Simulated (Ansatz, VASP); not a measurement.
## C: VASP beside Ansatz

INCAR

```
SYSTEM = C
ALGO = Normal
EDIFF = 1E-7
ENCUT = 520
GGA = PE
ISIF = 2
ISMEAR = 0
LASPH = .TRUE.
LCHARG = .TRUE.
LELF = .TRUE.
LREAL = .FALSE.
LVHAR = .TRUE.
LWAVE = .FALSE.
NBANDS = 16
NELM = 100
PREC = Accurate
SIGMA = 0.1
```

KPOINTS

```
k-points
0
G
  8 8 8
  0 0 0
```

The input POSCAR:

```
C
1.0
   -1.2986469400      2.1258815100      2.1828897100
    1.2986469400     -2.1258815100      2.1828897100
    1.2986469400      2.1258815100     -2.1828897100
C
4
Direct
    0.9115308200      0.3404630000      0.5710678200
    0.7306048300      0.6595370000      0.0710678200
    0.0884691800      0.6595370000      0.4289321800
    0.2693951700      0.3404630000      0.9289321800
```

Input for Ansatz:

```yaml
crystal:
  lattice:
    - [-1.29864694, 2.12588151, 2.18288971]
    - [1.29864694, -2.12588151, 2.18288971]
    - [1.29864694, 2.12588151, -2.18288971]
  atoms:
    - { symbol: C, position: [0.91153082, 0.340463, 0.57106782] }
    - { symbol: C, position: [0.73060483, 0.659537, 0.07106782] }
    - { symbol: C, position: [0.08846918, 0.659537, 0.42893218] }
    - { symbol: C, position: [0.26939517, 0.340463, 0.92893218] }
basis:
  ecutwfc: 420
kpoints:
  mp_grid: { grid: [8, 8, 8] }
hamiltonian:
  xc: pbe
scf:
  occupations: { method: gaussian, width: 0.1 }
  lower_state_search: "off"
output:
  forces: true
  stress: true
  eigenvalues: true
```

Alike in both runs: task single point; functional PBE; k mesh 8 × 8 × 8; occupations gaussian, width 0.1 eV; no spin polarisation.

|  | VASP | Ansatz |
| --- | --- | --- |
| version | VASP 6.6.1 | Ansatz 0.2.0 |
| potentials or method | VASP PAW PBE potentials, release 64 (C) | scalar-relativistic, plane waves, PAW |
| plane-wave cutoff (eV) | 520 | 420 |
| valence electrons in the cell | 16 | 16 |

|  | VASP | Ansatz | Ansatz less VASP |
| --- | --- | --- | --- |
| gap on the k mesh at the Fermi level (eV) | 2.87 | 2.88 | +0.005 |
| least direct gap on the mesh (eV) | 4.36 | 4.36 | +0.005 |
| rms of the force components (eV/Å) | 1.303 | 1.284 | -0.0188 |

Atom by atom the forces differ by 0.030 eV/Å (rms over components). The functional is the same, so the differences come from potentials, cutoffs and numerics.

Caveats: forces of over 1 eV/Å show positions far from the minimum, so gaps and moduli don't describe the material at rest.
